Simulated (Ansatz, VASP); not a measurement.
**One calculation of Al, two programs**

```
CELL_PARAMETERS angstrom
4.67233 0.00000 0.00000
-2.33617 4.04636 0.00000
0.00000 0.00000 2.89270
ATOMIC_POSITIONS crystal
Al 0.00000 0.00000 0.00000
Al 0.33333 0.66667 0.50000
Al 0.66667 0.33333 0.50000
```

Alike in both runs: task single point; functional RPBE; k mesh 9 × 9 × 12; occupations fermi-dirac, width 0.1 eV; no spin polarisation.

```csv
,VASP,Ansatz
version,VASP 6.6.1,Ansatz 0.2.0
potentials or method,"VASP PAW PBE potentials, release 64 (Al)","plane waves (420 eV) with PAW, scalar-relativistic"
plane-wave cutoff (eV),520,420
valence electrons in the cell,9,9
```

```tsv
	VASP	Ansatz	Ansatz less VASP
pressure (GPa)	-2.4	-2.3	+0.14
largest component of the traceless stress (GPa)	1.02	1.03	+0.013
```

Caveats: the PAW data sets were made with another functional, which shifts forces and pressure a little (VASP).
